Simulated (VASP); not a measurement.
A run of VASP 6.6.1 is set up as follows.

File INCAR:

```
SYSTEM = PbSe
PREC = Accurate ; ENCUT = 520
EDIFF = 1E-6 ; ISMEAR = 0
SIGMA = 0.02 ; LREAL = .False.
LASPH = .True. ; NELM = 100
ALGO = Normal ; ISIF = 2
LWAVE = .False. ; LCHARG = .True.
GGA = CA ; LELF = .True.
LVHAR = .True. ; NBANDS = 17
```

File KPOINTS:

```
regular mesh
0
Gamma
  10 10 10
  0 0 0
```

POSCAR

```
PbSe
1.0
    0.0000000000      3.2217000000      3.2217000000
    3.2217000000      0.0000000000      3.2217000000
    3.2217000000      3.2217000000      0.0000000000
Pb Se
1 1
Direct
    0.0000000000      0.0000000000      0.0000000000
    0.2500000000      0.2500000000      0.2500000000
```

Potentials or basis: VASP PAW LDA potentials, release 64 (Pb_d, Se).

Launch:

```console
$ cat potpaw_LDA.64/Pb_d/POTCAR potpaw_LDA.64/Se/POTCAR > POTCAR
$ mpirun -np 1 vasp_std > vasp.out
```

Estimate the pressure.

5.9 GPa.

Estimate the band gap on the k mesh.

none (metal or under the smearing width).

Spin-orbit coupling is left out, which matters for the levels of Pb.
